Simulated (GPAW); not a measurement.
# A GW chain in GPAW: BN (Qingsongite)

Wanted: ground state, empty states, screening and self-energy for BN (Qingsongite).

Method: PBE and many-body steps on it, plane waves, in GPAW 26.7.0.

This is a report of a sequence of runs, with most program output left out.

## 1. Starting point

The structure is cubic, space group F-43m (No. 216). Conventional cell: a = 3.615 Å, b = 3.615 Å, c = 3.615 Å, α = 90.00°, β = 90.00°, γ = 90.00°. Nearest to B lie 4 N at 1.57 Å. Nearest to N lie 4 B at 1.57 Å. Farther neighbours and most contacts between anions are not listed.

Coordinates:

```cif
data_structure
_symmetry_space_group_name_H-M 'F-43m'
_symmetry_Int_Tables_number 216
_cell_length_a 3.6150
_cell_length_b 3.6150
_cell_length_c 3.6150
_cell_angle_alpha 90.000
_cell_angle_beta 90.000
_cell_angle_gamma 90.000
_cell_volume 47.24
loop_
_atom_site_label
_atom_site_type_symbol
_atom_site_symmetry_multiplicity
_atom_site_Wyckoff_symbol
_atom_site_fract_x
_atom_site_fract_y
_atom_site_fract_z
_atom_site_occupancy
B1 B 4 a 0.00000 0.00000 0.00000 1
N1 N 4 d 0.25000 0.25000 0.75000 1
```

The cell and positions come from the Crystallography Open Database and are kept as given unless a step says otherwise.

## 2. Ground state

This step: GPAW 26.7.0; DFT, PBE, plane waves, PAW.

The ground-state density comes first.

File run.py:

```python
import json
import numpy as np
from gpaw.mpi import world
from ase import Atoms
from gpaw import GPAW, PW, FermiDirac

atoms = Atoms(['B', 'N'],
    cell=[[0.0000000000, 1.8075000000, 1.8075000000],
      [1.8075000000, 0.0000000000, 1.8075000000],
      [1.8075000000, 1.8075000000, 0.0000000000]],
    scaled_positions=[[0.0000000000, 0.0000000000, 0.0000000000],
      [0.2500000000, 0.2500000000, 0.2500000000]],
    pbc=(True, True, True))
calc = GPAW(mode=PW(600),
    xc='PBE',
    kpts={'size': (12, 12, 12), 'gamma': True},
    occupations=FermiDirac(0.001),
    nbands=-7,
    convergence={'density': 1e-6, 'bands': -3},
    maxiter=100,
    txt='gs.txt')
atoms.calc = calc
res = {'energy': atoms.get_potential_energy()}
kpts = calc.get_ibz_k_points()
res['kpts'] = kpts
res['eigenvalues'] = [calc.get_eigenvalues(kpt=k) for k in range(len(kpts))]
res['n_electrons'] = calc.get_number_of_electrons()
calc.write('gs.gpw')

if world.rank == 0:
    with open('result.json', 'w') as f:
        json.dump(res, f, default=lambda x: x.tolist())
```

The run is started by

```sh
> mpirun -n 4 gpaw python run.py
```

It took 4.2 s on 4 MPI ranks of Intel Xeon Platinum 8488C (Sapphire Rapids), shared host; peak memory 0.6 GiB.

Numbers from this step:

```yaml
total_energy: -17.32 eV
gap: 4.457 eV
k_of_the_valence_top: 0, 0, 0
k_of_the_conduction_bottom: 0.5, 0.5, 0
least_direct_gap: 8.828 eV
```

The gap is indirect, with the least direct gap 4.37 eV higher.

## 3. Bands along the symmetry lines

Levels along a band path, at the cheap level, show where the edges lie and whether the meshes to come will hold them.

File run.py:

```python
import json
import numpy as np
from gpaw.mpi import world
from gpaw import GPAW

path = [[0.000000, 0.000000, 0.000000],
    [-0.062500, -0.062500, 0.000000],
    [-0.125000, -0.125000, 0.000000],
    [-0.187500, -0.187500, 0.000000],
    [-0.250000, -0.250000, 0.000000],
    [-0.312500, -0.312500, 0.000000],
    [-0.375000, -0.375000, 0.000000],
    [-0.437500, -0.437500, 0.000000],
    [-0.500000, -0.500000, 0.000000],
    [-0.484375, -0.484375, 0.031250],
    [-0.468750, -0.468750, 0.062500],
    [-0.453125, -0.453125, 0.093750],
    [-0.437500, -0.437500, 0.125000],
    [-0.421875, -0.421875, 0.156250],
    [-0.406250, -0.406250, 0.187500],
    [-0.390625, -0.390625, 0.218750],
    [-0.375000, -0.375000, 0.250000],
    [-0.375000, 0.000000, 0.375000],
    [-0.328125, 0.000000, 0.328125],
    [-0.281250, 0.000000, 0.281250],
    [-0.234375, 0.000000, 0.234375],
    [-0.187500, 0.000000, 0.187500],
    [-0.140625, 0.000000, 0.140625],
    [-0.093750, 0.000000, 0.093750],
    [-0.046875, 0.000000, 0.046875],
    [0.000000, 0.000000, 0.000000],
    [0.000000, 0.000000, 0.062500],
    [0.000000, 0.000000, 0.125000],
    [0.000000, 0.000000, 0.187500],
    [0.000000, 0.000000, 0.250000],
    [0.000000, 0.000000, 0.312500],
    [0.000000, 0.000000, 0.375000],
    [0.000000, 0.000000, 0.437500],
    [-0.000000, -0.000000, 0.500000],
    [-0.062500, -0.031250, 0.468750],
    [-0.125000, -0.062500, 0.437500],
    [-0.187500, -0.093750, 0.406250],
    [-0.250000, -0.125000, 0.375000],
    [-0.312500, -0.156250, 0.343750],
    [-0.375000, -0.187500, 0.312500],
    [-0.437500, -0.218750, 0.281250],
    [-0.500000, -0.250000, 0.250000],
    [-0.500000, -0.281250, 0.218750],
    [-0.500000, -0.312500, 0.187500],
    [-0.500000, -0.343750, 0.156250],
    [-0.500000, -0.375000, 0.125000],
    [-0.500000, -0.406250, 0.093750],
    [-0.500000, -0.437500, 0.062500],
    [-0.500000, -0.468750, 0.031250],
    [-0.500000, -0.500000, 0.000000]]
calc = GPAW('gs.gpw').fixed_density(kpts=path,
    symmetry='off',
    nbands=14,
    convergence={'bands': 10},
    txt='bands.txt')
res = {}
kpts = calc.get_ibz_k_points()
res['kpts'] = kpts
res['eigenvalues'] = [calc.get_eigenvalues(kpt=k) for k in range(len(kpts))]
res['n_electrons'] = calc.get_number_of_electrons()

if world.rank == 0:
    with open('result.json', 'w') as f:
        json.dump(res, f, default=lambda x: x.tolist())
```

The run is started by

```sh
> mpirun -n 4 gpaw python run.py
```

It took 3.5 s on 4 MPI ranks; peak memory 0.52 GiB; 13 s of CPU time.

This step gave:

| Item | Value |
| --- | --- |
| gap | 4.457 eV |
| k of the valence top | 0, 0, 0 |
| k of the conduction bottom | -0.5, -0.5, 0 |
| least direct gap | 8.828 eV |

The gap is 4.457 eV, as in the run before at this level.

Electronic bands along the path, in eV, zero at the top of the highest filled band; v1 is the highest filled band, c1 the lowest empty one:

```tsv
point	v4	v3	v2	v1	c1	c2	c3	c4
Γ	-20.25	0.00	0.00	0.00	8.83	8.83	8.83	10.33
halfway	-18.29	-3.98	-2.99	-2.99	6.80	11.56	13.47	13.47
X	-14.67	-8.91	-4.90	-4.90	4.46	9.23	17.96	17.96
halfway	-14.60	-8.70	-5.97	-4.69	5.41	10.18	17.36	17.57
U	-14.59	-8.13	-7.67	-4.08	6.91	12.88	15.84	16.70
jump to K	-14.59	-8.13	-7.67	-4.08	6.91	12.88	15.84	16.70
halfway	-18.07	-5.75	-3.91	-1.11	10.65	10.72	11.21	13.57
Γ	-20.25	0.00	0.00	0.00	8.83	8.83	8.83	10.33
halfway	-18.77	-5.48	-1.12	-1.12	9.64	10.35	10.35	13.59
L	-16.04	-10.69	-1.93	-1.93	10.14	10.72	10.72	15.27
halfway	-15.34	-9.70	-4.83	-3.44	9.60	11.18	14.39	15.79
W	-14.36	-7.58	-6.97	-6.51	9.61	13.31	14.51	14.68
halfway	-14.52	-8.50	-5.77	-5.71	6.52	10.90	16.26	17.45
X	-14.67	-8.91	-4.90	-4.90	4.46	9.23	17.96	17.96
```

## 4. Empty states on the mesh, 8×8×8 mesh, 185 bands

The sums over transitions need many empty states on a uniform mesh; this step solves for them.

File run.py:

```python
import json
import numpy as np
from gpaw.mpi import world
from gpaw import GPAW

calc = GPAW('gs.gpw').fixed_density(kpts={'size': (8, 8, 8), 'gamma': True},
    parallel={'domain': 1, 'band': 1},
    txt='nscf.txt')
calc.diagonalize_full_hamiltonian(nbands=185)
calc.write('full.gpw', mode='all')
res = {}
kpts = calc.get_ibz_k_points()
res['kpts'] = kpts
res['eigenvalues'] = [calc.get_eigenvalues(kpt=k) for k in range(len(kpts))]
res['n_electrons'] = calc.get_number_of_electrons()

if world.rank == 0:
    with open('result.json', 'w') as f:
        json.dump(res, f, default=lambda x: x.tolist())
```

The run is started by

```sh
> mpirun -n 4 gpaw python run.py
```

Elapsed: 4.1 s, on 4 MPI ranks; peak memory 0.7 GiB.

Numbers from this step:

- gap: 4.457 eV
- k of the valence top: 0, 0, 0
- k of the conduction bottom: 0.5, 0.5, 0
- least direct gap: 8.828 eV
- k points computed: 29
- lowest point of the top converged band, above the valence top: 326.8667 eV

On this mesh the gap is 4.457 eV.

## 5. Screening and self-energy, 8×8×8 mesh, 81 bands, screening to 210 eV

G0W0 replaces the xc potential by the self-energy, built once from these orbitals. Only a window of levels is corrected, while the sums run over the empty bands that the input names.

This step: G0W0 on PBE, plane waves, PAW.

File run.py:

```python
import json
import numpy as np
from gpaw.mpi import world
from gpaw.response.g0w0 import G0W0

gw = G0W0('full.gpw',
    filename='gw',
    kpts=[0, 24],
    bands=(2, 6),
    ecut=210,
    nbands=81,
    integrate_gamma='WS',
    ppa=True)
gw.calculate()
res = {mode: {k: v for k, v in r.items() if k != 'sigma_eskwn'}
       for mode, r in gw.all_results.items()}

if world.rank == 0:
    with open('result.json', 'w') as f:
        json.dump(res, f, default=lambda x: x.tolist())
```

The run is started by

```sh
> mpirun -n 4 gpaw python run.py
```

The job ended after 58 s (4 MPI ranks; peak memory 0.95 GiB).

Numbers from this step:

| Quantity | Value |
| --- | --- |
| G0W0 gap on the points computed | 6.021 eV |
| least direct G0W0 gap on the computed points | 11.00 eV |
| Z at the valence top | 0.8258 |
| Z at the conduction bottom | 0.8543 |
| starting gap on the mesh | 4.457 eV |
| k of the valence top | 0, 0, 0 |
| k of the conduction bottom | 0.5, 0.5, 0 |

The gap on the mesh goes from 4.46 eV to 6.02 eV, a correction of +1.56 eV.

Limits: finite bands, cutoff and mesh. v1 is the top filled band, c1 the lowest empty one. The levels before and after the correction (eV, zero at the valence-band top of each column):

```tsv
	conduction bottom	valence top
Kohn-Sham	4.46	0.00
G0W0	6.02	0.00
```

```tsv
	level	energy (eV)
Kohn-Sham	Γ v2-v1	0.000
Kohn-Sham	Γ c1-c2	8.828
Kohn-Sham	(0.5 0.5 0) v2-v1	-4.899
Kohn-Sham	(0.5 0.5 0) c1	4.457
Kohn-Sham	(0.5 0.5 0) c2	9.235
G0W0	Γ v2-v1	0.000
G0W0	Γ c1-c2	10.996
G0W0	(0.5 0.5 0) v2-v1	-5.347
G0W0	(0.5 0.5 0) c1	6.021
G0W0	(0.5 0.5 0) c2	10.962
```

## 6. Where the time went

Times are wall times on 4 MPI ranks of Intel Xeon Platinum 8488C (Sapphire Rapids), shared host, good to a factor of about two.

```tsv
step	time	share	memory (GiB)
ground state	4.2 s	6 %	0.6
bands along the symmetry lines	3.5 s	5 %	0.52
empty states on the mesh	4.1 s	6 %	0.7
screening and self-energy	58 s	83 %	0.95
```

## 7. Results

* PBE gap: 4.46 eV, indirect
* G0W0 gap on the mesh: 6.02 eV
* GW settings: 8×8×8 mesh, 81 bands, screening to 210 eV, Godby-Needs plasmon pole
* known limits: not at the basis limit

**Reading.** G0W0 moves the gap on the mesh from 4.46 eV to 6.02 eV (+1.56 eV), with Z of 0.83 and 0.85 at the edges. Only 2 of the mesh's irreducible points were corrected, so a valley elsewhere could overtake. The dearest step here is «screening and self-energy». Bands and cutoff are finite, so the gap is not at the basis limit. The miss can reach some tenths of an eV and take either sign; the mesh is an error of its own. These stock PAW sets were not made for GW. In the G0W0 run levels were corrected at 2 k points alone, so a gap called «on the mesh» is the least over those, and an edge elsewhere would be missed.

[Paths, hosts, dates, memory and timing lines, banners, echoed tables and standing remarks are left out of the program output.]

[Logs are printed without paths, hosts, clocks, repeated set-up lines and the standing remarks that a program may print on its own settings, such as how far it seeks lower states.]

[Runs of the session that timed out or met a known fault of the program may be left out.]

[Hosts, paths, dates, database ids (printed as entryN), source tags and the programs' standing remarks are cut or masked in the printed files.]
